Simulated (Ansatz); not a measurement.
# C (P6_3/mmc) in Ansatz: reference runs

Reference runs on C: the cell as given and a disturbed copy.

The COD entry that gives the cell may itself be a prediction, so a difference from it is no test against experiment.

Everything below comes from runs of Ansatz 0.2.0. Logs are shortened: lines on timing, memory, paths and dates and some standing lists are left out, and cuts for length are marked.

## (1) Starting point

The structure is hexagonal, space group P6_3/mmc (No. 194). Conventional cell: a = 2.522 Å, b = 2.522 Å, c = 8.237 Å, α = 90.00°, β = 90.00°, γ = 120.00°. Around C (site symmetry 3m) lie 4 C at 1.54 Å. C (site symmetry 3m) is surrounded by 4 C at 1.54 Å.

This is a hexagonal form of diamond, not graphite.

## (2) Single point, PBE

Contents of input.yaml:

```yaml
crystal:
  lattice:
    - [2.5221, 0.0, 0.0]
    - [-1.26105, 2.1842026709, 0.0]
    - [0.0, 0.0, 8.2371]
  atoms:
    - { symbol: C, position: [0.6666666667, 0.3333333333, 0.84375] }
    - { symbol: C, position: [0.3333333333, 0.6666666667, 0.34375] }
    - { symbol: C, position: [0.6666666667, 0.3333333333, 0.65625] }
    - { symbol: C, position: [0.3333333333, 0.6666666667, 0.15625] }
    - { symbol: C, position: [0.0, 0.0, 0.90625] }
    - { symbol: C, position: [0.0, 0.0, 0.40625] }
    - { symbol: C, position: [0.0, 0.0, 0.59375] }
    - { symbol: C, position: [0.0, 0.0, 0.09375] }
hamiltonian:
  xc: pbe
  pseudopotentials: { kind: paw }
kpoints:
  mp_grid: { grid: [12, 12, 4] }
scf:
  occupations: { method: fermi_dirac, width: 0.05 }
output:
  forces: true
  stress: true
  eigenvalues: true
```

Potentials or basis: Ansatz PAW.

On the command line:

```
> ansatz run input.yaml --threads 4 --pin off --max-ram 11264MiB --backend cpu --events-out ev --progress --plain --runs-dir out
```

Standard output:

```text
Warning: RAYON_NUM_THREADS=4 ignored (pool sized by the plan → 4); use --threads N
Engine: ansatz 0.2.0, x86_64-unknown-linux-gnu
Pseudopotentials: kind: paw
Pseudopotential: C, paw, valence charge 4, recommended cutoff 420 eV (normal), C.paw.azcp
Functional definition: PBE
  parameter kappa = 0.804
  parameter beta = 0.06672455060314922
  exchange = pbe_x(kappa = kappa, mu = beta*pi^2/3)
  correlation = pbe_c(beta = beta)
Crystal: 8 atoms, lattice volume = 45.376 Å³
Basis set: ecut = 420 eV, 909 PW (Γ), exchange–correlation on 36×36×120 points (8 copies of the dense FFT grid, shifted against one another)
Bands: 24, of which v1, the nominal top of the filled ones, is band 16 counted from 1 (15 counted from 0)
Symmetry: 24 space group operations
Space group: P63/mmc (ITA 194), of the structure as read, at distance tolerance 3.6e-5 Å
k-points: 57 of 576
Non-local potential: C, projectors of the file, l = 0: 2, l = 1: 2, l = 2: 1
PAW form: soft (Blöchl's): semilocal exchange-correlation on the pseudo side does not see the compensation charge
PAW one-centre angular grid: C, 110 points (default); XC on 64 Gauss nodes
Initial density: superposition of atomic densities (neutral atoms: chi_scale 0, normalization atom), corrected by the library's trained network
Initial wavefunctions: pseudopotential atomic-orbital guess
Functional: x = pbe(κ = 0.804, μ = 0.2195149727645171), c = pbe(β = 0.06672455060314922)
SCF iter   1: F=—  HF=-2006.369835 eV  |F-HF|=—  |Δ(HF+E_count)|=         —  Δρ=3.15e-3  dr2=2.76e-3  ethr=1.77e-3  ⟨swp⟩=5.9  Hψ=6530  notcnv=0  defer=18
preconditioner: auto → none  [insulator: Δε(μ)=4.430 eV  Ē_g=17.027 eV  σ=0.050 eV  W_gap=1.00  n_scr=6 (ndim 8)  ℏωp=31.2 eV  f_vac=0.000  D(μ)=0.00/eV (n_scr^D=0)  ε∞_Penn≈4.4]
SCF iter   2: F=—  HF=-2006.369293 eV  |F-HF|=—  |Δ(HF+E_count)|=   5.42e-4  Δρ=1.34e-3  dr2=2.78e-4  ethr=8.63e-6  ⟨swp⟩=2.1  Hψ=2627  notcnv=0  defer=55
SCF iter   3: F=—  HF=-2006.369445 eV  |F-HF|=—  |Δ(HF+E_count)|=   1.52e-4  Δρ=4.76e-4  dr2=3.04e-5  ethr=8.68e-7  ⟨swp⟩=2.9  Hψ=2183  notcnv=0  defer=18
automatic band count: iteration 3 solves 23 bands in place of 24: the levels show a gap, and the empty bands left out lie too high to hold charge; the band table lists the bands solved (type scf.n_extra_bands for more)
SCF iter   4: F=—  HF=-2006.369495 eV  |F-HF|=—  |Δ(HF+E_count)|=   5.02e-5  Δρ=9.08e-5  dr2=9.23e-7  ethr=9.50e-8  ⟨swp⟩=2.6  Hψ=2181  notcnv=0  defer=18
iter 5 did not close the SCF: its close was put off for the readings that it lacked (scf_convergence_deferred on its scf_iter line)
SCF iter   5: F=-2006.369497 eV  HF=-2006.369497 eV  |F-HF|=9.73e-9  |Δ(HF+E_count)|=   1.48e-6  Δρ=7.38e-6  dr2=9.44e-9  ethr=2.88e-9  ⟨swp⟩=2.4  Hψ=2050  notcnv=0  defer=18
SCF iter   6: F=-2006.369497 eV  HF=-2006.369497 eV  |F-HF|=5.94e-10  |Δ(HF+E_count)|=   1.10e-8  Δρ=1.27e-6  dr2=2.78e-10  ethr=2.95e-11  ⟨swp⟩=5.1  Hψ=4689  notcnv=0
SCF 1 converged in 6 iterations: F = -2006.369497 eV  dr2 = 2.78e-10
SCF converged after 6 iterations
Free energy (F): -2006.369497 eV
Harris-Foulkes:  -2006.369497 eV  (|F-HF|=5.94e-10)
Internal energy: -2006.369497 eV  (E = F + TS)
E sigma→0 (E₀):  -2006.369497 eV
Fermi energy:    15.622327 eV
--- Per-component energies (eV) ---
  E_band       = 138.786287
  E_kinetic    = 738.126283
  E_local      = -491.502311  (includes V_loc(G=0)·N_el)
  E_nonlocal   = 213.356215
  E_hartree    = 107.987791
  E_xc         = -389.780267
  E_vxc        = -483.903472  (∫ρ·V_xc dr)
  E_paw        = -793.746899  (= ΣΔE_a)
  E_vpaw       = -53.266051  (= ΣTr[D̂ρ^β])
  E_aug_tail   = 0.000068  (compensation charges beyond the density's cutoff)
  E_ewald      = -1390.810376
  E_smearing   = -0.000000  (= −TS)
  E_closure    = 0.000000  (closes the sum)
  Σ components = -2006.369497   (vs F -2006.369497, Δ=0.00e0)
--- Forces (eV/Å), atoms counted from 1 ---
  atom   1  C      0.00000000    -0.00000000     0.31809809
  atom   2  C      0.00000000     0.00000000     0.31809809
  atom   3  C      0.00000000    -0.00000000    -0.31809809
  atom   4  C     -0.00000000     0.00000000    -0.31809809
  atom   5  C     -0.00000000     0.00000000     0.32940972
  atom   6  C      0.00000000    -0.00000000     0.32940972
  atom   7  C     -0.00000000     0.00000000    -0.32940972
  atom   8  C      0.00000000    -0.00000000    -0.32940972
  max |Σ_I F_I| component: 5.55e-17 eV/Å
--- Stress (GPa, compression-positive) ---
       -1.839758       0.000000       0.000000
        0.000000      -1.839758       0.000000
        0.000000       0.000000      10.455389
  P = ⅓ Tr σ = 2.2586 GPa (22.586 kbar)
--- Band table (eV; the first three rows and the last of 57) ---
  k-point 0: bands = ["-8.1761", "-6.4825", "-6.4323", "-2.3641", "-0.0824", "6.7124", "6.7891", "10.4117", "10.4117", "11.4853", "11.4853", "11.7090", "11.7090", "13.2286", "13.4514", "13.4514", "18.6411", "18.6411", "19.1665", "20.4581", "20.4581", "20.8156", "21.3990"]
  k-point 1: bands = ["-8.0677", "-7.2053", "-5.5092", "-3.1567", "0.8899", "4.6414", "8.8871", "10.4900", "10.4900", "11.0902", "11.0902", "12.1873", "12.1873", "12.5394", "13.2557", "13.2557", "18.8706", "18.8706", "19.5190", "20.0818", "20.0818", "20.6490", "21.6594"]
  k-point 2: bands = ["-7.7433", "-7.7433", "-4.3831", "-4.3831", "2.6490", "2.6490", "10.7208", "10.7208", "10.7208", "10.7208", "10.9085", "10.9085", "12.7743", "12.7743", "12.7743", "12.7743", "19.4321", "19.4321", "19.4321", "19.4321", "20.1679", "20.1679", "21.6639"]
  k-point 56: bands = ["-0.7974", "-0.7974", "-0.6821", "-0.6821", "1.7509", "1.7509", "2.4458", "2.4458", "4.0660", "4.0660", "4.9196", "4.9196", "8.0882", "8.0882", "8.3470", "8.3470", "18.6901", "18.6901", "23.2204", "23.2204", "24.4975", "24.4975", "25.2860"]
```

It took 1.6 s on 4 threads of AMD EPYC 7R43 (Zen 3), shared host; peak memory 0.39 GiB.

Results:

```
Free energy            : -2006.3695 eV
Pressure               : 2.3 GPa
Largest force          : 0.329 eV/Å
Band gap on the k mesh : 4.42 eV, indirect (least direct gap 5.19 eV)
```

Forces on the atoms (eV/Å):
```
C    0.000  0.000  0.318
C    0.000  0.000  0.318
C    0.000  0.000 -0.318
C    0.000  0.000 -0.318
C    0.000  0.000  0.329
C    0.000  0.000  0.329
C    0.000  0.000 -0.329
C    0.000  0.000 -0.329
```

Levels at points of the mesh, in eV from the valence-band top:
| k point | band 14 | band 15 | band 16 | band 17 | band 18 | band 19 |
| --- | --- | --- | --- | --- | --- | --- |
| (0.00, 0.00, 0.00) | -0.22 | 0.00 | 0.00 | 5.19 | 5.19 | 5.72 |
| (0.00, 0.00, -0.50) | -0.68 | -0.68 | -0.68 | 5.98 | 5.98 | 5.98 |
| (0.00, -0.50, 0.00) | -4.55 | -3.71 | -2.93 | 4.47 | 5.61 | 5.87 |
| (0.00, -0.50, -0.50) | -4.72 | -3.66 | -3.66 | 4.83 | 4.83 | 7.11 |

Caveat: the pressure holds a Pulay correction of +1.0 GPa for the finite cutoff. A k mesh can miss the band edges.

## (3) Single point, PBE (atoms moved at random, drawn with an rms of 0.05 Å)

Contents of input.yaml:

```yaml
crystal:
  lattice:
    - [2.5221, 0.0, 0.0]
    - [-1.26105, 2.1842026709, 0.0]
    - [0.0, 0.0, 8.2371]
  atoms:
    - { symbol: C, position: [0.687132, 0.351097, 0.848402] }
    - { symbol: C, position: [0.338492, 0.681214, 0.344828] }
    - { symbol: C, position: [0.649075, 0.311016, 0.652839] }
    - { symbol: C, position: [0.340164, 0.659672, 0.153105] }
    - { symbol: C, position: [0.001733, 0.002527, 0.911558] }
    - { symbol: C, position: [-0.009708, -0.004434, 0.396478] }
    - { symbol: C, position: [0.018026, 0.01449, 0.589866] }
    - { symbol: C, position: [0.004756, 0.00024, 0.090641] }
hamiltonian:
  xc: pbe
  pseudopotentials: { kind: paw }
kpoints:
  mp_grid: { grid: [12, 12, 4] }
scf:
  occupations: { method: fermi_dirac, width: 0.05 }
output:
  forces: true
  stress: true
  eigenvalues: true
```

Potentials or basis: Ansatz PAW.

On the command line:

```
> ansatz run input.yaml --threads 4 --pin off --max-ram 11264MiB --backend cpu --events-out ev --progress --plain --runs-dir out
```

Run time: 9.2 s. Hardware: 4 threads of AMD EPYC 7R43 (Zen 3), shared host; peak memory 0.63 GiB.

Results (log left out):

| Item | Value |
| --- | --- |
| Free energy | -2005.9023 eV |
| Pressure | 4.6 GPa |
| Largest force | 4.036 eV/Å |
| Band gap on the k mesh | 3.70 eV, indirect (least direct gap 4.19 eV) |

Forces in eV/Å, atoms in the order of the input:
```
C   -1.076 -1.560 -1.048
C   -0.339 -1.673 -2.597
C    1.897  2.767  0.673
C   -0.615  0.771  0.206
C    0.824  0.992 -1.842
C    0.873  1.661  3.573
C   -1.913 -2.500 -0.238
C    0.349 -0.459  1.273
```

Stress tensor (GPa, compression positive):
```
 1.48  0.99  0.95
 0.99 -0.05  1.51
 0.95  1.51 12.25
```

Levels at points of the mesh, in eV from the valence-band top:
```tsv
k point	band 12	band 13	band 14	band 15	band 16	band 17	band 18	band 19	band 20	band 21
(0.00, 0.00, 0.00)	-2.55	-1.84	-0.85	-0.56	0.00	4.19	4.67	4.99	5.79	6.37
(0.00, 0.00, -0.50)	-2.65	-2.01	-1.31	-0.95	-0.59	4.72	5.12	5.24	5.61	6.16
(0.00, -0.50, 0.00)	-5.96	-5.69	-5.14	-3.93	-3.58	3.70	4.93	5.07	5.23	6.14
(0.00, -0.50, -0.50)	-6.59	-5.24	-5.09	-4.62	-4.03	3.87	4.27	6.11	6.33	6.66
(-0.50, 0.00, 0.00)	-5.93	-5.33	-5.11	-4.12	-3.44	3.85	4.96	5.27	5.47	5.92
(-0.50, 0.00, -0.50)	-6.48	-5.30	-5.11	-4.28	-4.08	4.01	4.38	6.15	6.51	6.75
(-0.50, -0.50, 0.00)	-5.91	-5.55	-5.02	-4.18	-3.32	3.70	5.01	5.09	5.27	5.92
(-0.50, -0.50, -0.50)	-6.44	-5.33	-5.24	-4.29	-3.97	3.91	4.17	6.09	6.44	6.65
```

Caveat: the pressure holds a Pulay correction of +1.0 GPa for the finite cutoff. A k mesh can miss the band edges.
